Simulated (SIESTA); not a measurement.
Crystal: PtSe2 (Sudovikovite).

```
Pt Se
1.0
     3.72400    0.00000    0.00000
    -1.86200    3.22508    0.00000
     0.00000    0.00000    5.06200
Pt Se
1 2
Cartesian
  0.0000 0.0000 0.0000
  1.8620 1.0750 3.7965
  0.0000 2.1501 1.2655
```

Program: SIESTA 5.4.2. Alike in all runs: task band structure; level PBE; no spin polarisation; cell as given; k mesh 8 × 8 × 5; smearing fermi-dirac 0.05 eV; grid cutoff 800 Ry; energy shift 0.003 Ry. Hardware: 1 thread of Intel(R) Xeon(R) Platinum 8259CL CPU @ 2.50GHz (Skylake/Cascade Lake) (shared host).

Question: Order these runs on this cell by their wall time, lowest first.
A. potentials or basis PseudoDojo 0.4 standard (PBE files), TZDP (energy shift 0.003 Ry; two zetas on semicore shells)
B. potentials or basis PseudoDojo 0.4 standard (PBE files), DZP (energy shift 0.003 Ry; two zetas on semicore shells)
C. potentials or basis PseudoDojo 0.4 standard (PBE files), SZ (energy shift 0.003 Ry)

Answer: C (23 s), B (79 s), A (160 s).

Caveats: the basis has no polarisation orbitals (some runs).
